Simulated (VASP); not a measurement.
# GaN in VASP: relaxation of cell and atoms with r2SCAN+rVV10

Aim: the relaxation of cell and atoms of GaN with r2SCAN+rVV10.

Program: VASP 6.6.1. These are calculated values, not measurements. Logs are shortened: lines on timing, memory, paths and dates and some standing lists are left out, and cuts for length are marked.

## (1) The sheet as given

The cell holds a sheet with vacuum, 2 atoms: a = 3.200 Å, b = 3.200 Å, c = 16.000 Å, α = 90.00°, β = 90.00°, γ = 120.00°.

The cell was built by a generator and needn't be a form met in nature.

## (2) Relaxation of cell and atoms, r2SCAN+rVV10

The input, INCAR:

```
  PREC = Accurate
  ENCUT = 600
  EDIFF = 1E-6
  ISMEAR = 0
  SIGMA = 0.03
  LREAL = False
  LASPH = True
  NELM = 120
  ALGO = Normal
  ISIF = 3
  LWAVE = False
  LCHARG = False
  METAGGA = R2SCAN
  LMIXTAU = True
  LUSE_VDW = True
  IVDW_NL = 2
  BPARAM = 11.95
  CPARAM = 0.0093
  IBRION = 2
  NSW = 40
  EDIFFG = -0.005
  LATTICE_CONSTRAINTS = .TRUE. .TRUE. .FALSE.
  KPAR = 4
```

The input, KPOINTS:

```
regular mesh
0
Gamma
  12 12 1
```

The input, POSCAR:

```
GaN
1.0
    3.2000000000      0.0000000000      0.0000000000
   -1.6000000000      2.7712812900      0.0000000000
    0.0000000000      0.0000000000     16.0000000000
Ga N
1 1
Direct
    0.3333330000      0.6666670000      0.5000000000
    0.6666670000      0.3333330000      0.5000000000
```

Potentials or basis: VASP PAW PBE potentials, release 64 (Ga_d, N).

Run with:

```
$ cat potpaw_PBE.64/Ga_d/POTCAR potpaw_PBE.64/N/POTCAR > POTCAR
$ mpirun -np 4 vasp_std > vasp.out
```

OUTCAR:

```text
PREC = Accurate
   ENCUT = 600
   EDIFF = 1E-6
   ISMEAR = 0
   LREAL = False
   LASPH = True
   NELM = 120
   ISIF = 3
   METAGGA = R2SCAN
   IVDW_NL = 2
   BPARAM = 11.95
   IBRION = 2
   NSW = 40
   EDIFFG = -0.005

 ion  position               nearest neighbor table
   1  0.333  0.667  0.500-   2 1.85   2 1.85   2 1.85
   2  0.667  0.333  0.500-   1 1.85   1 1.85   1 1.85

  LATTYP: Found a hexagonal cell.
 ALAT       =     3.2000000000
 C/A-ratio  =     5.0000000000

  Lattice vectors:

 A1 = (   3.2000000000,   0.0000000000,   0.0000000000)
 A2 = (  -1.6000000000,   2.7712812900,   0.0000000000)
 A3 = (   0.0000000000,   0.0000000000,  16.0000000000)

Analysis of symmetry for initial positions (statically):
=====================================================================
 Subroutine PRICEL returns:
 Original cell was already a primitive cell.

 Routine SETGRP: Setting up the symmetry group for a
 hexagonal supercell.

 Subroutine GETGRP returns: Found 12 space group operations
 (whereof 12 operations were pure point group operations)
 out of a pool of 24 trial point group operations.

The static configuration has the point symmetry D_3h.

Analysis of symmetry for dynamics (positions and initial velocities):
=====================================================================
 Subroutine PRICEL returns:
 Original cell was already a primitive cell.

 Routine SETGRP: Setting up the symmetry group for a
 hexagonal supercell.

 Subroutine GETGRP returns: Found 12 space group operations
 (whereof 12 operations were pure point group operations)
 out of a pool of 24 trial point group operations.

The dynamic configuration has the point symmetry D_3h.

 Subroutine INISYM returns: Found 12 space group operations
 (whereof 12 operations are pure point group operations),
 and found     1 'primitive' translations

----------------------------------------------------------------------------------------

                                     Primitive cell

  volume of cell :     141.8896

  direct lattice vectors                    reciprocal lattice vectors
     3.200000000  0.000000000  0.000000000     0.312500000  0.180421959  0.000000000
    -1.600000000  2.771281290  0.000000000     0.000000000  0.360843919  0.000000000
     0.000000000  0.000000000 16.000000000     0.000000000  0.000000000  0.062500000

  length of vectors
     3.200000000  3.199999998 16.000000000     0.360843918  0.360843919  0.062500000

  position of ions in fractional coordinates (direct lattice)
     0.333333000  0.666667000  0.500000000
     0.666667000  0.333333000  0.500000000

  ion indices of the primitive-cell ions
   primitive index   ion index
                 1           1
                 2           2

----------------------------------------------------------------------------------------

 KPOINTS: regular mesh

Automatic generation of k-mesh.
 Grid dimensions read from file:
 generate k-points for:   12   12    1

 Generating k-lattice:

  Cartesian coordinates                     Fractional coordinates (reciprocal lattice)
     0.026041667  0.015035163  0.000000000     0.083333333  0.000000000  0.000000000
     0.000000000  0.030070327  0.000000000     0.000000000  0.083333333  0.000000000
     0.000000000  0.000000000  0.062500000     0.000000000  0.000000000  1.000000000

  Length of vectors
     0.030070327  0.030070327  0.062500000

  Shift w.r.t. Gamma in fractional coordinates (k-lattice)
     0.000000000  0.000000000  0.000000000

 Subroutine IBZKPT returns following result:
 ===========================================

 Found     19 irreducible k-points:

 Following reciprocal coordinates:
            Coordinates               Weight
  0.000000  0.000000  0.000000      1.000000
  0.083333 -0.000000  0.000000      6.000000
  0.166667 -0.000000  0.000000      6.000000
  0.250000 -0.000000  0.000000      6.000000
  0.333333 -0.000000  0.000000      6.000000
  0.416667  0.000000  0.000000      6.000000
[... 11 lines left out ...]
  0.333333  0.250000  0.000000     12.000000
  0.333333  0.333333  0.000000      2.000000
   k-points           NKPTS =     19   k-points in BZ     NKDIM =     19   number of bands    NBANDS=     13
   number of dos      NEDOS =    301   number of ions     NIONS =      2
   total plane-waves  NPLWV = 100352
   dimension x,y,z NGX =    28 NGY =   28 NGZ =  128
   dimension x,y,z NGXF=    56 NGYF=   56 NGZF=  256
   ions per type =               1   1
   NGX,Y,Z   is equivalent  to a cutoff of  14.55, 14.55, 13.30 a.u.
   NGXF,Y,Z  is equivalent  to a cutoff of  29.09, 29.09, 26.60 a.u.
 SYSTEM =  unknown system
   PREC   = accura    normal or accurate (medium, high low for compatibility)
   ISTART =      0    job   : 0-new  1-cont  2-samecut
   ICHARG =      2    charge: 1-file 2-atom 10-const
   ISPIN  =      1    spin polarized calculation?
   LNONCOLLINEAR =      F non collinear calculations
   LSORBIT =      F    spin-orbit coupling
   LASPH  =      T    aspherical Exc in radial PAW
   ENCUT  =  600.0 eV  44.10 Ry    6.64 a.u.   6.39  6.39 31.96*2*pi/ulx,y,z
   NELM   =    120;   NELMIN=  2; NELMDL= -5     # of ELM steps
   EDIFF  = 0.1E-05   stopping-criterion for ELM
   LREAL  =      F    real-space projection
   EDIFFG = -.5E-02   stopping-criterion for IOM
   NSW    =     40    number of steps for IOM
   IBRION =      2    ionic relax: 0-MD 1-quasi-New 2-CG
   NFREE  =      1    steps in history (QN), initial steepest desc. (CG)
   ISIF   =      3    stress and relaxation
   ISYM   =      2    0-nonsym 1-usesym 2-fastsym
   POTIM  = 0.5000    time-step for ionic-motion
   TEBEG  =    0.0;   TEEND  =   0.0 temperature during run
   PSTRESS=    0.0 pullay stress
   NELECT =      18.0000    total number of electrons
   NUPDOWN=      -1.0000    fix difference up-down
   EMIN   =  10.00;   EMAX   =-10.00  energy-range for DOS
   EFERMI =   0.00;   METHOD = LEGACY
   ISMEAR =     0;   SIGMA  =   0.03  broadening in eV -4-tet -1-fermi 0-gaus
   EFERMI_NEDOS =   21; number of points for ismear=-14 and -15
   IALGO  =     38    algorithm
   IMIX   =      4    mixing-type and parameters
     AMIX     =   0.40;   BMIX     =  1.00
     AMIX_MAG =   1.60;   BMIX_MAG =  1.00
  volume/ion in A,a.u.               =      70.94       478.76
  Fermi-wavevector in a.u.,A,eV,Ry     =   0.822588  1.554465  9.206386  0.676650
  Thomas-Fermi vector in A             =   1.933949
   LORBIT       =      0    0 simple, 1 ext, 2 COOP (PROOUT), +10 PAW based schemes
   METAGGA = R2SCAN    functional components
   LHFCALC =     F    Hartree Fock is set to
   AEXX    =    0.0000 exact exchange contribution
   IVDW_NL    =     2    kernel type
   BPARAM     =11.9500
   IVDW    =     0    specifies the selected vdW correction
   LEPSILON=     F    determine dielectric tensor
   LRPA    =     F    only Hartree local field effects (RPA)
 conjugate gradient relaxation of ions
 non-spin polarized calculation
 Gauss-broadening in eV      SIGMA  =   0.03
  energy-cutoff  :      600.00
  volume of cell :      141.89
 maximum number of plane-waves:      4775
 NGX is ok and might be reduce to    28
   NGX = 13   NGY = 13   NGZ = 63

--------------------------------------- Ionic step        1  -------------------------------------------

 number of electron      18.0000003 magnetization

 Free energy of the ion-electron system (eV)
  ---------------------------------------------------
  ext. energy  EPLUGINS =         0.00000000
  ---------------------------------------------------
  free energy    TOTEN  =       -20.29621397 eV

  energy without entropy =      -20.29621397  energy(sigma->0) =      -20.29621397

------------------------ aborting loop because EDIFF is reached ----------------------------------------

  FORCE on cell =-STRESS in cart. coord.  units (eV):
  Direction    XX          YY          ZZ          XY          YZ          ZX
  --------------------------------------------------------------------------------------
  -------------------------------------------------------------------------------------
  Total       -0.5392644     -0.5392644     -0.0237009      0.0000000     -0.0000000      0.0000000
  in kB       -6.0892215     -6.0892215     -0.2676234      0.0000000     -0.0000000      0.0000000
  external PRESSURE =      -4.1486888 kB  Pullay stress =       0.0000000 kB

 VOLUME and BASIS-vectors are now :
 -----------------------------------------------------------------------------
  energy-cutoff  :      600.00
  volume of cell :      141.89
      direct lattice vectors                 reciprocal lattice vectors
     3.200000000  0.000000000  0.000000000     0.312500000  0.180421959  0.000000000
    -1.600000000  2.771281290  0.000000000     0.000000000  0.360843919  0.000000000
     0.000000000  0.000000000 16.000000000     0.000000000  0.000000000  0.062500000
[... 37 lines left out ...]
 POSITION                                       TOTAL-FORCE (eV/Angst)
 -----------------------------------------------------------------------------------
     -0.00000      1.82349      8.00000         0.000000     -0.000000      0.000000
      1.57919      0.91174      8.00000        -0.000000      0.000000      0.000000
 -----------------------------------------------------------------------------------
    total drift:                               -0.000483      0.000279      0.000000

  FREE ENERGIE OF THE ION-ELECTRON SYSTEM (eV)
  ---------------------------------------------------
  free  energy   TOTEN  =       -20.2901112481 eV

  energy  without entropy=      -20.2901112481  energy(sigma->0) =      -20.29011125

--------------------------------------- Ionic step        3  -------------------------------------------

 number of electron      18.0000003 magnetization

 Free energy of the ion-electron system (eV)
  ---------------------------------------------------
  ext. energy  EPLUGINS =         0.00000000
  ---------------------------------------------------
  free energy    TOTEN  =       -20.29874145 eV

  energy without entropy =      -20.29874145  energy(sigma->0) =      -20.29874145

 E-fermi :  -3.7138     XC(G=0):  -2.7807

 val. band max:       -3.9039913444   @ k =   0.3333   0.3333   0.0000
 cond. band min:      -1.2089927981   @ k =   0.0000   0.0000   0.0000
 fundamental gap:      2.6949985463
 Fermi energy:        -3.7138042647

 k-point     1 :       0.0000    0.0000    0.0000
  band No.  band energies     occupation
      1     -19.9485      2.00000
      2     -17.5574      2.00000
      3     -17.5574      2.00000
      4     -17.2524      2.00000
      5     -17.2523      2.00000
      6     -16.6653      2.00000
      7      -6.6174      2.00000
      8      -4.0763      2.00000
      9      -4.0762      2.00000
     10      -1.2090      0.00000
     11       1.4213      0.00000
     12       1.6694      0.00000
     13       2.7025      0.00000

 k-point     2 :       0.0833   -0.0000    0.0000
  band No.  band energies     occupation
      1     -19.8905      2.00000
      2     -17.5590      2.00000
      3     -17.5355      2.00000
      4     -17.2621      2.00000
      5     -17.2537      2.00000
      6     -16.6316      2.00000
      7      -6.5009      2.00000
      8      -4.6992      2.00000
      9      -4.2277      2.00000
     10      -0.7686      0.00000
     11       1.5167      0.00000
[... 294 lines left out ...]
 POSITION                                       TOTAL-FORCE (eV/Angst)
 -----------------------------------------------------------------------------------
     -0.00000      1.83899      8.00000         0.000000      0.000000      0.000000
      1.59261      0.91949      8.00000        -0.000000      0.000000      0.000000
 -----------------------------------------------------------------------------------
    total drift:                               -0.000488      0.000282      0.000000

  FREE ENERGIE OF THE ION-ELECTRON SYSTEM (eV)
  ---------------------------------------------------
  free  energy   TOTEN  =       -20.2987414464 eV

  energy  without entropy=      -20.2987414464  energy(sigma->0) =      -20.29874145

 reached required accuracy - stopping structural energy minimisation
```

Wall time 26 min (4 MPI ranks of Intel Xeon Platinum 8259CL at 2.50GHz (Skylake/Cascade Lake), shared host); peak memory 0.73 GiB.

What came out:

```yaml
Free_energy: -20.2987 eV
Relaxed_volume: 70.29 Å³/atom
Relaxed_cell: a = 3.185 Å, b = 3.185 Å, c = 16.000 Å, α = 90.00°, β = 90.00°, γ = 120.00°
Space_group_after_relaxing_to_0.05_Å: P-6m2 (No. 187)
Energy_gained_by_relaxing: 1.3 meV/atom
Ionic_steps: 3
Band_gap_on_the_k_mesh: 2.69 eV, indirect (least direct gap 2.87 eV)
```

Step by step:
| step | energy change (eV) | largest force (eV/Å) | pressure (GPa) | volume (Å³) |
| --- | --- | --- | --- | --- |
| 1 | 0.0000 | 0.0000 | -0.41 | 141.89 |
| 2 | 0.0061 | 0.0000 | 0.80 | 138.22 |
| 3 | -0.0025 | 0.0000 | 0.00 | 140.58 |

Final structure:
```
CELL_PARAMETERS angstrom
3.18523 0.00000 0.00000
-1.59261 2.75849 0.00000
0.00000 0.00000 16.00000
ATOMIC_POSITIONS crystal
Ga 0.33333 0.66667 0.50000
N 0.66667 0.33333 0.50000
```

Caveat: the PAW data sets were made with another functional, which shifts forces and pressure a little.
